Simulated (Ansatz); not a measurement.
The geometry is COD entry 9009006, unchecked; take it as a test cell.

Input and log of a run on CdF2: DFT, LDA, all-electron LAPW, scalar-relativistic (Ansatz 0.2.0).

Command: `ansatz run input.yaml --threads 1 --pin off --max-ram 4096MiB --backend cpu --events-out ev --progress --plain --runs-dir out` The run took 17 s on 1 thread of Arm Neoverse V2 (shared host), peak memory 0.32 GiB.

```yaml
crystal:
  lattice:
    - [0.0, 2.694, 2.694]
    - [2.694, 0.0, 2.694]
    - [2.694, 2.694, 0.0]
  atoms:
    - { symbol: Cd, position: [0.0, 0.0, 0.0] }
    - { symbol: F, position: [0.25, 0.25, 0.25] }
    - { symbol: F, position: [0.75, 0.75, 0.75] }
kpoints:
  mp_grid: { grid: [8, 8, 8] }
  band_path:
    path:
      - [0.0, 0.0, 0.0]
      - [0.5, 0.0, 0.5]
      - [0.625, 0.25, 0.625]
      - [0.375, 0.375, 0.75]
      - [0.0, 0.0, 0.0]
      - [0.5, 0.5, 0.5]
      - [0.5, 0.25, 0.75]
      - [0.5, 0.0, 0.5]
    npoints: 14
scf:
  occupations: { method: fermi_dirac, width: 0.02 }
hamiltonian:
  xc: lda
  pseudopotentials: { kind: all_electron, lapw: { basis_error: 0.001 } }
output:
  forces: true
  stress: true
  eigenvalues: true
  populations: true
  dos: { projected: true, de: 0.2, e_range: [-14, 8] }
```

Output:

```
Cd: projections on atomic orbitals take those of the free atom 1s2 2s2 2p6 3s2 3p6 3d10 4s2 4p6 4d10 5s2, of charge +0.00 (hamiltonian.pseudopotentials.projection_atoms)
F: projections on atomic orbitals take those of the free atom 1s2 2s2 2p5, of charge +0.00 (hamiltonian.pseudopotentials.projection_atoms)
LAPW: plane waves up to 9.110 Å⁻¹, error target 1.0e-3 eV per atom; small_component_spin mean_spin; F in spheres of 1.050 Å, 7 of its electrons in bands, Dirac shells []; Cd in spheres of 1.283 Å, 30 of its electrons in bands, Dirac shells []
Engine: ansatz 0.2.0
Pseudopotentials: kind: all_electron
Pseudopotential: Cd, LAPW, valence charge 30, Koelling and Harmon's equation, gaussian nucleus
Pseudopotential: F, LAPW, valence charge 7, Koelling and Harmon's equation, gaussian nucleus
Functional definition: SPW92
  exchange = slater_x
  correlation = pw_c
Crystal: 3 atoms, lattice volume = 39.104 Å³
Basis set: ecut = 316.2195867813303 eV, 531 PW (Γ), exchange–correlation at level 2
Bands: 27, of which v1, the nominal top of the filled ones, is band 22 counted from 1 (21 counted from 0)
Symmetry: 48 space group operations
Space group: Fm-3m (ITA 225), of the structure as read, at distance tolerance 3.4e-5 Å
k-points: 29 of 512
Non-local potential: Cd, projectors of the file, none
Non-local potential: F, projectors of the file, none
Initial density: superposition of atomic densities (chi_scale 0.1, normalization cell, long waves kept (reshape's long-wave potential 0.00 eV rms))
Initial wavefunctions: plane waves of lowest kinetic energy (no species holds an atomic orbital)
Functional: x = slater, c = lda
iter 1 solved again at ethr=4.46e-3 eV; its pass at ethr=1.00e-1 eV (dr2=1.96e0 eV) is discarded
SCF iter   1: F=—  HF=-157509.942474 eV  |F-HF|=—  |Δ(HF+E_count)|=         —  Δρ=6.25e-2  dr2=1.96e0  ethr=4.46e-3  ⟨swp⟩=2.0  Hψ=4870  notcnv=0
preconditioner: auto → none  [insulator: Δε(μ)=3.944 eV  Ē_g=17.819 eV  σ=0.020 eV  W_gap=1.00  n_scr=14 (ndim 8)  ℏωp=30.3 eV  f_vac=0.124  D(μ)=0.00/eV (n_scr^D=0)  ε∞_Penn≈3.9]
iter 2 solved again at ethr=6.48e-5 eV; its pass at ethr=4.46e-3 eV (dr2=2.85e-2 eV) is discarded
SCF iter   2: F=—  HF=-157508.808264 eV  |F-HF|=—  |Δ(HF+E_count)|=    1.13e0  Δρ=1.16e-2  dr2=2.85e-2  ethr=6.48e-5  ⟨swp⟩=2.5  Hψ=4074  notcnv=0
SCF iter   3: F=—  HF=-157508.423034 eV  |F-HF|=—  |Δ(HF+E_count)|=   3.85e-1  Δρ=1.15e-2  dr2=7.09e-2  ethr=6.47e-5  ⟨swp⟩=3.0  Hψ=2790  notcnv=0
SCF iter   4: F=—  HF=-157508.398904 eV  |F-HF|=—  |Δ(HF+E_count)|=   2.41e-2  Δρ=5.98e-4  dr2=8.34e-5  ethr=6.47e-5  ⟨swp⟩=2.0  Hψ=2356  notcnv=0
SCF iter   5: F=—  HF=-157508.397852 eV  |F-HF|=—  |Δ(HF+E_count)|=   1.05e-3  Δρ=4.15e-4  dr2=6.56e-5  ethr=1.90e-7  ⟨swp⟩=3.0  Hψ=2358  notcnv=0
SCF iter   6: F=—  HF=-157508.397767 eV  |F-HF|=—  |Δ(HF+E_count)|=   8.54e-5  Δρ=2.63e-4  dr2=3.51e-5  ethr=1.49e-7  ⟨swp⟩=3.0  Hψ=2372  notcnv=0
SCF iter   7: F=—  HF=-157508.397750 eV  |F-HF|=—  |Δ(HF+E_count)|=   1.68e-5  Δρ=6.25e-5  dr2=1.98e-6  ethr=7.99e-8  ⟨swp⟩=2.0  Hψ=2233  notcnv=0
SCF iter   8: F=-157508.397749 eV  HF=-157508.397749 eV  |F-HF|=4.61e-8  |Δ(HF+E_count)|=   9.54e-7  Δρ=8.13e-6  dr2=3.34e-8  ethr=4.50e-9  ⟨swp⟩=2.0  Hψ=2233  notcnv=0
SCF 1 converged in 8 iterations: F = -157508.397749 eV  dr2 = 3.34e-8
NSCF: frozen V_eff on 99 k-points
SCF converged after 8 iterations
Free energy (F): -157508.397749 eV
Harris-Foulkes:  -157508.397749 eV  (|F-HF|=4.61e-8)
Internal energy: -157508.397749 eV  (E = F + TS)
E sigma→0 (E₀):  -157508.397749 eV
Fermi energy:    8.071850 eV
--- Per-component energies (eV) ---
  E_band       = -4262.019951
  E_kinetic    = 164680.482177
  E_xc         = -4607.436344
  E_electrostatic = -317581.443583  (all electrons and nuclei)
  E_smearing   = -0.000000  (= −TS)
  E_closure    = 0.000000  (closes the sum)
  E_atoms      = -157495.631609  (free atoms, spherical and without spin; not in F)
  Σ components = -157508.397749   (vs F -157508.397749, Δ=0.00e0)
  Basis errors (estimates in eV, not in F): energy 3.7e-4 per atom: plane waves 3.5e-4 (2.0e-4 summed), levels above the bands 0.0e0, relativity 3.9e-9, radial functions 2.1e-5, core shells 1.1e-7; eigenvalues (radial functions only) 1.6e-5; not estimated: angular momenta, meshes, grids; target (lapw.basis_error) 1.0e-3; muffin-tin radii F 1.050 Å, Cd 1.283 Å
--- Forces (eV/Å), atoms counted from 1 ---
  atom   1  Cd    -0.00000000    -0.00000000     0.00000000
  atom   2  F      0.00000000     0.00000000    -0.00000000
  atom   3  F     -0.00000000     0.00000000    -0.00000000
  max |Σ_I F_I| component: 3.01e-17 eV/Å
--- Stress (GPa, compression-positive) ---
       -5.673399       0.000000      -0.000000
        0.000000      -5.673399      -0.000000
       -0.000000      -0.000000      -5.673399
  P = ⅓ Tr σ = -5.6734 GPa (-56.734 kbar)
--- Band table (eV; the first three rows and the last of 29) ---
  k-point 0: bands = ["-379.1813", "-379.1813", "-379.1710", "-379.1710", "-379.1710", "-91.4349", "-52.6241", "-52.6241", "-52.6241", "-13.8104", "-12.6388", "1.0305", "1.0305", "1.0305", "2.3137", "2.3137", "5.6363", "5.6363", "5.6363", "6.1767", "6.1767", "6.1767", "9.4486", "18.9603", "18.9603", "18.9603", "23.7816"]
  k-point 1: bands = ["-379.1813", "-379.1813", "-379.1710", "-379.1710", "-379.1710", "-91.4349", "-52.6245", "-52.6242", "-52.6242", "-13.7574", "-12.6856", "1.0915", "1.0915", "1.2015", "2.2940", "2.2940", "5.1462", "5.5346", "5.5346", "6.0536", "6.1823", "6.1823", "10.0475", "18.2393", "19.1947", "19.1947", "24.8083"]
  k-point 2: bands = ["-379.1813", "-379.1813", "-379.1710", "-379.1710", "-379.1710", "-91.4348", "-52.6254", "-52.6244", "-52.6244", "-13.6134", "-12.8120", "1.2328", "1.2328", "1.6623", "2.2766", "2.2766", "4.3893", "5.2491", "5.2491", "5.5061", "6.2129", "6.2129", "11.3669", "17.0711", "19.8006", "19.8006", "25.0987"]
  k-point 28: bands = ["-379.1813", "-379.1813", "-379.1710", "-379.1710", "-379.1710", "-91.4348", "-52.6259", "-52.6259", "-52.6251", "-13.1720", "-13.1720", "1.6145", "1.9753", "2.0414", "2.1896", "2.1896", "3.1151", "4.0366", "5.0871", "5.0871", "6.0219", "6.6527", "14.4642", "17.7229", "18.0323", "18.0323", "22.5304"]
--- Löwdin populations: 3 sites ---
  site symbol       q [e]
     0     Cd     46.4788
     1      F      9.6864
     2      F      9.6864
  spilling = 0.002246 (of n_electrons = 66.000000)
```
